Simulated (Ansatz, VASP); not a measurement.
# HgTe: VASP beside Ansatz

```xyz
2
Lattice="0.0000 3.4814 3.4814 3.4814 0.0000 3.4814 3.4814 3.4814 0.0000" Properties=species:S:1:pos:R:3 pbc="T T T"
Hg    0.0000    0.0000    0.0000
Te    5.2221    5.2221    5.2221
```

Change from the starting cell: strain +0.080 along x and y, +0.080 along z, atoms carried along.

Alike in both runs: task single point; functional PBEsol; k mesh 14 × 14 × 14; occupations gaussian, width 0.15 eV; no spin polarisation.

```csv
,VASP,Ansatz
version,VASP 6.6.1,Ansatz 0.2.0
potentials or method,"VASP PAW PBE potentials, release 64 (Hg, Te)","scalar-relativistic, plane waves, PAW"
plane-wave cutoff (eV),520,420
valence electrons in the cell,18,36
```

|  | VASP | Ansatz | Ansatz less VASP |
| --- | --- | --- | --- |
| gap on the k mesh at the Fermi level (eV) | none | none | - |
| pressure (GPa) | -5.0 | -5.0 | -0.04 |

A gap of «none» marks a metal or a gap that the smearing closes. The functional is the same, so the differences come from potentials, cutoffs and numerics. The two sets of potentials don't hold the same shells in valence.

Caveats: the PAW data sets were made with another functional, which shifts forces and pressure a little (VASP). Spin-orbit coupling is left out, which matters for the levels of Hg, Te.
